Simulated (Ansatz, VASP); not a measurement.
# Ge in VASP and in Ansatz

The input INCAR:

```
SYSTEM = Ge
PREC = Accurate
ENCUT = 520
EDIFF = 1E-6
ISMEAR = -1
SIGMA = 0.05
LREAL = .FALSE.
LASPH = .TRUE.
NELM = 60
ALGO = Normal
ISIF = 2
LWAVE = .FALSE.
LCHARG = .TRUE.
GGA = PE
LELF = .TRUE.
LVHAR = .TRUE.
NBANDS = 21
```

File KPOINTS:

```
Automatic mesh
0
G
  6 6 6
  0 0 0
```

POSCAR

```
Ge
1.0
    0.0000000000      2.8752938178      2.8752938178
    2.8752938178      0.0000000000      2.8752938178
    2.8752938178      2.8752938178      0.0000000000
Ge
2
Direct
    0.0000000000      0.0000000000      0.0000000000
    0.2500000000      0.2500000000      0.2500000000
```

Input for Ansatz:

```yaml
crystal:
  lattice:
    - [0.0, 2.8752938177571075, 2.8752938177571075]
    - [2.8752938177571075, 0.0, 2.8752938177571075]
    - [2.8752938177571075, 2.8752938177571075, 0.0]
  atoms:
    - { symbol: Ge, position: [0.0, 0.0, 0.0] }
    - { symbol: Ge, position: [0.25, 0.25, 0.25] }
basis:
  ecutwfc: 500.0
kpoints:
  mp_grid:
    grid: [6, 6, 6]
hamiltonian:
  xc: pbe
scf:
  occupations:
    method: fermi_dirac
    width: 0.05
output:
  stress: true
```

Alike in both runs: task single point; functional PBE; k mesh 6 × 6 × 6; occupations fermi-dirac, width 0.05 eV; no spin polarisation.

|  | VASP | Ansatz |
| --- | --- | --- |
| version | VASP 6.6.1 | Ansatz 0.2.0 |
| potentials or method | VASP PAW PBE potentials, release 64 (Ge_d) | plane waves, PAW |
| plane-wave cutoff (eV) | 520 | 500 |
| valence electrons in the cell | 28 | 28 |

VASP gave:

* pressure (GPa): 0.4

Estimate Ansatz's values.

pressure (GPa): 0.5.

With one functional, cell and mesh, what is left measures potentials, basis and numerics.
